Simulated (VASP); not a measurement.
Wanted: the native input for a VASP 6.6.1 run.

```
Task                   : relaxation of cell and atoms
Functional             : PBEsol
Potentials or basis    : VASP PAW PBE potentials, release 64 (Ga_d, N_s)
Cutoff                 : 480 eV
k mesh                 : 12 × 12 × 6
Occupations            : gaussian, width 0.02 eV
Spin                   : no spin polarisation
Further INCAR settings : ALGO = Normal; EDIFF = 1e-07; IBRION = 2; EDIFFG = -0.005; NSW = 90; ISIF = 3
```

The structure of GaN lies in POSCAR:

```
GaN
1.0
    3.1889304000      0.0000000000      0.0000000000
   -1.5944652000      2.7616947400      0.0000000000
    0.0000000000      0.0000000000      5.1923572500
Ga N
2 2
Direct
    0.6666666700      0.3333333300      0.4990837100
    0.3333333300      0.6666666700      0.9990837100
    0.6666666700      0.3333333300      0.8759162900
    0.3333333300      0.6666666700      0.3759162900
```

The cell is a database's computed one.

One way to write it, as run:

INCAR

```
PREC = Accurate
ENCUT = 480
EDIFF = 1E-7
ISMEAR = 0
SIGMA = 0.02
LREAL = F
LASPH = T
NELM = 60
ALGO = Normal
ISIF = 3
LWAVE = F
LCHARG = F
GGA = PS
IBRION = 2
NSW = 90
EDIFFG = -0.005
```

KPOINTS

```
regular mesh
0
Gamma
  12 12 6
```

Potentials or basis: VASP PAW PBE potentials, release 64 (Ga_d, N_s).

Command:

```sh
$ cat potpaw_PBE.64/Ga_d/POTCAR potpaw_PBE.64/N_s/POTCAR > POTCAR
$ mpirun -np 1 vasp_std > vasp.out
```

Results of the run:

- Relaxed volume: 11.36 Å³/atom
- Relaxed cell: a = 3.182 Å, b = 3.182 Å, c = 5.183 Å, α = 90.00°, β = 90.00°, γ = 120.00°
- Space group after relaxing (to 0.05 Å): P6_3mc (No. 186)
- Energy gained by relaxing: 0.3 meV/atom
- Ionic steps: 6
- Pressure after relaxing: 0.0 GPa
- Largest force after relaxing: 0.005 eV/Å
- Band gap on the k mesh: 1.91 eV, direct

Caveat: the PAW data sets were made with another functional, which shifts forces and pressure a little.

Run time: 2.7 min on 1 thread of Intel(R) Xeon(R) Platinum 8259CL CPU @ 2.50GHz (Skylake/Cascade Lake), with other jobs on the host, peak memory 0.2 GiB.
